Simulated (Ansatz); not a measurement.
# Rb: a tetragonal deformation path

One table from this session's results is given with a row withheld; the runs are named, their logs left out.

Computed with Ansatz 0.2.0 (DFT PBE, scalar-relativistic, plane waves, PAW, unless a step's input says otherwise).

### The starting structure

Symmetry: Im-3m, No. 229, cubic system. The conventional cell has a = 5.612 Å, b = 5.612 Å, c = 5.612 Å, α = 90.00°, β = 90.00°, γ = 90.00°.

Coordinates:

```xyz
1
Lattice="-2.8060 2.8060 2.8060 2.8060 -2.8060 2.8060 2.8060 2.8060 -2.8060" Properties=species:S:1:pos:R:3 pbc="T T T"
Rb    0.0000    0.0000    0.0000
```

The cell is taken as given, not relaxed at this level.

Set-up of the first run:

Input file input.yaml:

```yaml
crystal:
  lattice:
    - [-2.806, 2.806, 2.806]
    - [2.806, -2.806, 2.806]
    - [2.806, 2.806, -2.806]
  atoms:
    - { symbol: Rb, position: [0.0, 0.0, 0.0] }
basis:
  ecutwfc: 420
kpoints:
  mp_grid: { grid: [14, 14, 14] }
hamiltonian:
  xc: pbe
scf:
  occupations: { method: gaussian, width: 0.15 }
output:
  forces: true
  stress: true
  eigenvalues: true
```

Run with:

```sh
$ ansatz run input.yaml --threads 1 --pin off --max-ram 2560MiB --backend cpu --events-out ev --progress --plain --runs-dir out
```

Among the steps run: Zero of the scan; ρ = 0.707; Point ρ = 1.414; ρ = 0.850; Point ρ = 1.200; ρ = 0.780; Point ρ = 1.300; Point ρ = 0.920; ρ = 1.100; At ρ = 0.650; Point ρ = 1.500; ρ = 0.960; At ρ = 1.050.

One table of the session follows, with a row left open; its other results are not shown here.

The scan, with free energies counted from the undisturbed cell:

| ρ | ΔE (meV/atom) | pressure (GPa) |
| --- | --- | --- |
| 0.650 | 73.7 | 0.3 |
| 0.707 | 38.4 | 0.2 |
| 0.780 | 15.0 | 0.1 |
| 0.850 | 4.7 | 0.1 |
| 0.920 | 0.9 | 0.1 |
| 0.960 | 0.2 | 0.1 |
| 1.000 | 0.0 | 0.1 |
| 1.050 | 0.2 | 0.1 |
| 1.100 | ? | ? |
| 1.200 | 0.4 | 0.1 |
| 1.300 | -0.3 | 0.1 |
| 1.414 | -0.9 | 0.1 |
| 1.500 | -0.3 | 0.1 |

Q: Estimate the row for ρ = 1.100 from the others.

Worked estimate for «ΔE (meV/atom)». A straight line through the neighbours (1.050, 0.2) and (1.200, 0.4) gives 0.2 + (0.4 − 0.2) × (1.100 − 1.050) / (1.200 − 1.050) = 0.3; a parabola fitted to 4 rows on both sides gives 0.4.

As computed: ΔE (meV/atom): 0.5; pressure (GPa): 0.1. In «ΔE (meV/atom)» the line misses by -0.2 and the parabola by -0.1.
